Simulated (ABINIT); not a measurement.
Here is an ABINIT 10.8.3 (patched build) calculation.

run.abi

```
# Pseudopotentials
pp_dirpath "./"
pseudos "Si.upf"

# Structure
acell 4.952108218 4.9521082181 4.6607343234
rprim
     1.0000000000     0.0000000000     0.0000000000
    -0.5000000000     0.8660254038     0.0000000000
     0.0000000000     0.0000000000     1.0000000000
ntypat 1
znucl 14
natom 1
typat 1
xred
     0.0000000000     0.0000000000     0.0000000000

# Plane-wave basis
ecut 14.0

# k points
kptopt 1
ngkpt 9 9 8
nshiftk 1
shiftk 0.0 0.0 0.0

# Exchange and correlation
ixc 7

# Bands and occupations
nband 6
occopt 3
tsmear 0.05 eV

# SCF cycle
nstep 100
tolvrs 1.0e-10

# Output
iomode 3
prtwf 0
prteig 0
prtebands 0
prtden 1
prtvha 1
prtvclmb 1
prtpot 1
prtelf 1
```

Potentials or basis: PseudoDojo NC SR LDA v0.4.1 standard.

The run is started by

```bash
$ abinit run.abi > log 2>&1
```

(1) What does it give for the pressure?

(2) Predict the band gap on the k mesh.

Results:

(1) -2.0 GPa.

(2) none (metal or under the smearing width).
